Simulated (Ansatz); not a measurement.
What does Ansatz print for the nuclei with this input?

The cell is a computed structure from the Materials Project (it need not be an observed phase), relaxed with PBE at fixed cell and then changed (z compressed by 3 %).

```yaml
crystal:
  lattice:
    - [3.8050880673, 0.0, 0.0]
    - [-1.9025440336, 3.2953029299, 0.0]
    - [0.0, 0.0, 24.168456465]
  atoms:
    - { symbol: Zn, position: [0.3333333333, 0.6666666667, 0.12511841] }
    - { symbol: Zn, position: [0.0, 0.0, 0.00015897] }
    - { symbol: Zn, position: [0.6666666667, 0.3333333333, 0.62504747] }
    - { symbol: Zn, position: [0.6666666667, 0.3333333333, 0.8751387] }
    - { symbol: Zn, position: [0.0, 0.0, 0.75002227] }
    - { symbol: Zn, position: [0.3333333333, 0.6666666667, 0.50007816] }
    - { symbol: Zn, position: [0.0, 0.0, 0.37508794] }
    - { symbol: Zn, position: [0.6666666667, 0.3333333333, 0.25012849] }
    - { symbol: S, position: [0.6666666667, 0.3333333333, 0.34372199] }
    - { symbol: S, position: [0.6666666667, 0.3333333333, 0.71858116] }
    - { symbol: S, position: [0.3333333333, 0.6666666667, 0.21873405] }
    - { symbol: S, position: [0.0, 0.0, 0.84367239] }
    - { symbol: S, position: [0.6666666667, 0.3333333333, 0.96881275] }
    - { symbol: S, position: [0.0, 0.0, 0.09372606] }
    - { symbol: S, position: [0.3333333333, 0.6666666667, 0.59368598] }
    - { symbol: S, position: [0.0, 0.0, 0.46868621] }
kpoints:
  mp_grid: { grid: [8, 8, 2] }
scf:
  occupations: { method: fermi_dirac, width: 0.02 }
hamiltonian:
  xc: pbe
  pseudopotentials: { kind: paw, frozen_core: stored }
output:
  forces: true
  stress: true
  populations: true
  efg: { quadrupole_moments_barn: { Zn: 0.122, S: -0.0694 } }
```

```sh
ansatz run input.yaml --threads 1 --pin off --max-ram 3072MiB --backend cpu --events-out ev --progress --plain --runs-dir out
```

Of the output, the block on the nuclei alone is shown; the set-up, the SCF iterations, energies, forces and stress are cut. One atom of each set with nearly equal values is shown.

```
--- PAW observables at the nuclei: V_zz in 10²¹ V/m², potentials from the cell's mean, atoms counted from 1 ---
  atom   1  Zn V_zz =    -1.290941   η = 0.0000   by run symmetry: allowed   C_q = -3.8082 MHz
            electrostatic potential = -3942.108425 V   contact ρ = none
  atom   2  Zn V_zz =    -1.250482   η = 0.0000   by run symmetry: allowed   C_q = -3.6889 MHz
            electrostatic potential = -3942.117961 V   contact ρ = none
  atom   3  Zn V_zz =    -1.312303   η = 0.0000   by run symmetry: allowed   C_q = -3.8712 MHz
            electrostatic potential = -3942.088056 V   contact ρ = none
  atom   4  Zn V_zz =    -1.374929   η = 0.0000   by run symmetry: allowed   C_q = -4.0560 MHz
            electrostatic potential = -3942.103704 V   contact ρ = none
  atom   5  Zn V_zz =    -1.419165   η = 0.0000   by run symmetry: allowed   C_q = -4.1865 MHz
            electrostatic potential = -3942.082393 V   contact ρ = none
  atom   6  Zn V_zz =    -1.295707   η = 0.0000   by run symmetry: allowed   C_q = -3.8223 MHz
            electrostatic potential = -3942.094179 V   contact ρ = none
  atom   8  Zn V_zz =    -1.300695   η = 0.0000   by run symmetry: allowed   C_q = -3.8370 MHz
            electrostatic potential = -3942.103668 V   contact ρ = none
  atom   9  S  V_zz =    -0.596302   η = 0.0000   by run symmetry: allowed   C_q = +1.0006 MHz
            electrostatic potential = -1633.600395 V   contact ρ = none
  atom  10  S  V_zz =    -0.565379   η = 0.0000   by run symmetry: allowed   C_q = +0.9488 MHz
            electrostatic potential = -1633.586140 V   contact ρ = none
  atom  11  S  V_zz =    -0.585742   η = 0.0000   by run symmetry: allowed   C_q = +0.9829 MHz
            electrostatic potential = -1633.606112 V   contact ρ = none
  atom  12  S  V_zz =    -0.348629   η = 0.0000   by run symmetry: allowed   C_q = +0.5850 MHz
            electrostatic potential = -1633.612766 V   contact ρ = none
  atom  13  S  V_zz =    -0.392397   η = 0.0000   by run symmetry: allowed   C_q = +0.6585 MHz
            electrostatic potential = -1633.625373 V   contact ρ = none
  atom  15  S  V_zz =    -0.592098   η = 0.0000   by run symmetry: allowed   C_q = +0.9936 MHz
            electrostatic potential = -1633.591245 V   contact ρ = none
```

The run took 56 s of wall time (56 s of CPU time) and 0.75 GiB at its peak, on 1 thread of Intel Xeon Platinum 8259CL CPU @ 2.50GHz (Skylake/Cascade Lake) (x86_64; 16 cores open to the job, memory cap 3.0 GiB, no GPU), a shared host with a load of 0.2 a core.

At this changed cell the PBE pressure is 5 GPa. The atoms aren't relaxed in the changed cell (largest force 0.3 eV/Å).
